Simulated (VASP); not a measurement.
TaS2: single point with PBE

Crystal: TaS2.

```xyz
3
Lattice="3.3500 0.0000 0.0000 -1.6750 2.9012 0.0000 0.0000 0.0000 5.8600" Properties=species:S:1:pos:R:3 pbc="T T T"
Ta    0.0000    0.0000    0.0000
S     1.6750    0.9671    4.3950
S     0.0000    1.9341    1.4650
```

```
Program                : VASP 6.6.1
Task                   : single point
Functional             : PBE
Potentials or basis    : VASP PAW PBE potentials, release 64 (Ta_pv, S)
Cutoff                 : 520 eV
k mesh                 : 9 × 9 × 5
Occupations            : gaussian, width 0.011 eV
Spin                   : no spin polarisation
Further INCAR settings : ALGO = Fast; EDIFF = 1e-07; NBANDS = 18
```

```yaml
Pressure: 9.1 GPa
Largest_force: 1.268 eV/Å
Band_gap_on_the_k_mesh: none (metal or under the smearing width)
```

Forces on the atoms (eV/Å):
```
Ta   0.000  0.000  0.000
S    0.000  0.000 -1.268
S    0.000  0.000  1.268
```

Stress tensor (GPa, compression positive):
```
 7.41  0.00  0.00
 0.00  7.41  0.00
 0.00  0.00 12.61
```

Levels at points of the mesh, in eV from the Fermi level:
```
           k point  band 9  band 10  band 11  band 12  band 13  band 14
(0.00, 0.00, 0.00)   -1.34    -0.79    -0.79     0.03     0.03     0.28
```

It took 68 s on 1 thread of Intel(R) Xeon(R) Platinum 8488C (Sapphire Rapids), on a shared host, peak memory 0.21 GiB.

Caveat: this functional lacks dispersion, which binds the layers, so the pressure and a relaxed spacing across them are unreliable; forces of over 1 eV/Å show positions far from the minimum, so gaps and moduli don't describe the material at rest. Spin-orbit coupling is left out, which matters for the levels of Ta.
